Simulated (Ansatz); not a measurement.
Crystal: ZnO.

```
CELL_PARAMETERS angstrom
1.43323 -3.52708 0.00000
1.43323 3.52708 0.00000
0.00000 0.00000 2.83849
ATOMIC_POSITIONS crystal
Zn 0.00000 0.00000 0.00000
O 0.50000 0.50000 0.50000
```

The cell was built by a generator and needn't be a form met in nature.

```yaml
Program: Ansatz 0.2.0
Task: relaxation of cell and atoms
Functional: LDA
Potentials_or_basis: Ansatz PAW
Cutoff: "420 eV (not typed: the program's choice for these potentials)"
k_mesh: 10 × 10 × 9
Occupations: fermi-dirac, width 0.05 eV
Spin: no spin polarisation
```

At the start: volume 14.35 Å³/atom.

Task: Where does the relaxation end?

Result: It ends after 12 steps and the volume is 11.22 Å³/atom (-21.8 %); space group Cmmm (No. 65, to 0.05 Å).

The path:
| step | energy change (eV) | largest force (eV/Å) | volume (Å³) |
| --- | --- | --- | --- |
| 1 | 0.0000 | 0.0000 | 28.70 |
| 2 | -0.0670 | 0.0000 | 26.74 |
| 3 | -0.1004 | 0.0000 | 24.79 |
| 4 | -0.1137 | 0.0000 | 23.51 |
| 5 | -0.1186 | 0.0000 | 23.11 |
| 6 | -0.1191 | 0.0000 | 23.05 |
| 7 | -0.1095 | 0.0000 | 23.05 |
| 8 | -0.1141 | 0.0000 | 22.44 |
| 9 | -0.1136 | 0.0000 | 22.55 |
| 10 | -0.1112 | 0.0000 | 22.55 |
| 11 | -0.1119 | 0.0000 | 22.43 |
| 12 | -0.1113 | 0.0000 | 22.43 |

Final structure:
```
Zn O
1.0
     1.41835   -2.87358    0.00000
     1.41835    2.87358    0.00000
     0.00000    0.00000    2.75203
Zn O
1 1
Direct
  0.00000 0.00000 0.00000
  0.50000 0.50000 0.50000
```

Caveat: the volume moved by over 15 % at a fixed basis, so the end points are rough; the plane-wave basis is chosen anew once the cell has moved, so the energies of steps on either side of that aren't comparable; the pressure holds a Pulay correction of +0.9 GPa for the finite cutoff; the PAW data sets come from PBE, with cores solved anew for the run's functional, which leaves a small shift of forces and pressure.
